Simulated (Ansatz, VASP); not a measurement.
**Two plane-wave programs on Pd**

```
Pd
1.0
     0.00000    2.90425    2.90425
     2.90425    0.00000    2.90425
     2.90425    2.90425    0.00000
Pd
2
Direct
  0.12500 0.12500 0.12500
  0.87500 0.87500 0.87500
```

Alike in both runs: functional PBE; k mesh 10 × 10 × 10; occupations fermi-dirac, width 0.05 eV; collinear spin.

Ansatz relaxed the structure, and its values are those at the end. VASP's run is a single point on that final structure, the one shown.

|  | VASP | Ansatz |
| --- | --- | --- |
| version | VASP 6.6.1 | Ansatz 0.2.0 |
| potentials or method | VASP PAW PBE potentials, release 64 (Pd) | plane waves (420 eV) with PAW, scalar-relativistic |
| plane-wave cutoff (eV) | 520 | 420 |
| valence electrons in the cell | 20 | 36 |

|  | VASP | Ansatz | Ansatz less VASP |
| --- | --- | --- | --- |
| pressure (GPa) | -0.3 | 0.0 | +0.32 |
| net moment per atom (μB) | 0.00 | 0.46 | +0.463 |
| size of the moment on the site where the two differ most (μB) | 0.00 | 0.45 | +0.453 |

The net moments differ so much that the two runs ended in different magnetic states, which moves the other rows too. Site moments also hang on the region over which each program counts them. The two sets of potentials don't hold the same shells in valence. Ansatz warned: «seeded_moment_not_kept».
